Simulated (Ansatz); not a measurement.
Set up this calculation in Ansatz 0.2.0, as the native input.

- Task: atomic charges
- Functional: revPBE
- Potentials or basis: PseudoDojo stringent (PBE files)
- Cutoff: 1388 eV
- Density cutoff: 5551 eV
- k mesh: 7 × 7 × 7
- Occupations: methfessel-paxton, width 0.1 eV
- Spin: non-collinear spin, ferromagnetic start, spin-orbit coupling
- Starting moments: [[0.0, 0.0, 0.5], [0.0, 0.0, 0.0]] μB

Crystal: SnTe.

```
Te Sn
1.0
     0.00000    3.01941    3.01941
     3.01941    0.00000    3.01941
     3.01941    3.01941    0.00000
Te Sn
1 1
Direct
  0.50000 0.50000 0.50000
  0.00000 0.00000 0.00000
```

The cell isn't the ideal one: volume scaled by 0.88.

These files were run (other wordings do the same):

input.yaml

```yaml
crystal:
  lattice:
    - [0.0, 3.0194090513, 3.0194090513]
    - [3.0194090513, 0.0, 3.0194090513]
    - [3.0194090513, 3.0194090513, 0.0]
  atoms:
    - { symbol: Te, spin: 0.5, spin_axis: [0.0, 0.0, 0.5], position_ang: [3.019409051, 3.019409051, 3.019409051] }
    - { symbol: Sn, position_ang: [0.0, 0.0, 0.0] }
hamiltonian:
  xc: revpbe
  pseudopotentials: { kind: nc_fr, accuracy: stringent }
magnetization:
  noncollinear: true
  spin_orbit: true
kpoints:
  mp_grid: { grid: [7, 7, 7] }
scf:
  occupations: { method: methfessel_paxton, width: 0.1 }
output:
  forces: true
  stress: true
  eigenvalues: true
  bader: false
  populations: intrinsic
  write_density: true
  write_potential: true
  elf: true
  volumetric_format: npy
```

Potentials or basis: PseudoDojo stringent (PBE files).

Command:

```console
$ ansatz run input.yaml --threads 1 --pin off --max-ram 2560MiB --backend cpu --events-out ev --progress --plain --runs-dir out
```

It gave:

```
Pressure        : 11.9 GPa
Net moment      : 0.00 μB per cell
Absolute moment : 0.00 μB per cell
```

Caveat: the potentials were made for another functional, which shifts forces and pressure; this odd mesh misses L, where the gap lies, so gap, dielectric constants and Born charges aren't listed; the starting moments weren't kept; the thresholds are loose for stress.

Run time: 12 min on 1 thread of Arm Neoverse N1, with other jobs on the host, peak memory 1.2 GiB.
